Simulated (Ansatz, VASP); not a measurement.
# One calculation of CdTe, two programs

```
Cd Te
1.0
     0.00000    3.24552    3.24552
     3.24552    0.00000    3.24552
     3.24552    3.24552    0.00000
Cd Te
1 1
Direct
  0.00000 0.00000 0.00000
  0.75000 0.75000 0.75000
```

Alike in both runs: functional PBEsol; k mesh 10 × 10 × 10; occupations gaussian, width 0.02 eV; no spin polarisation.

Ansatz relaxed the structure, and its values are those at the end. VASP's run is a single point on that final structure, the one shown.

|  | VASP | Ansatz |
| --- | --- | --- |
| version | VASP 6.6.1 | Ansatz 0.2.0 |
| potentials or method | VASP PAW PBE potentials, release 64 (Cd, Te) | scalar-relativistic, plane waves, PAW |
| plane-wave cutoff (eV) | 520 | 420 |
| valence electrons in the cell | 18 | 36 |

VASP gave:

* gap on the k mesh at the Fermi level (eV): 0.65
* least direct gap on the mesh (eV): 0.65
* pressure (GPa): 0.1

Question: Estimate Ansatz's values.

Answer: gap on the k mesh at the Fermi level (eV): 0.65; least direct gap on the mesh (eV): 0.65; pressure (GPa): 0.0.

The two sets of potentials don't hold the same shells in valence.

Caveats: the PAW data sets were made with another functional, which shifts forces and pressure a little (VASP); spin-orbit coupling is left out, which moves the levels of the heavy elements. A hybrid or GW would open this gap; PBEsol tends to underestimate it.
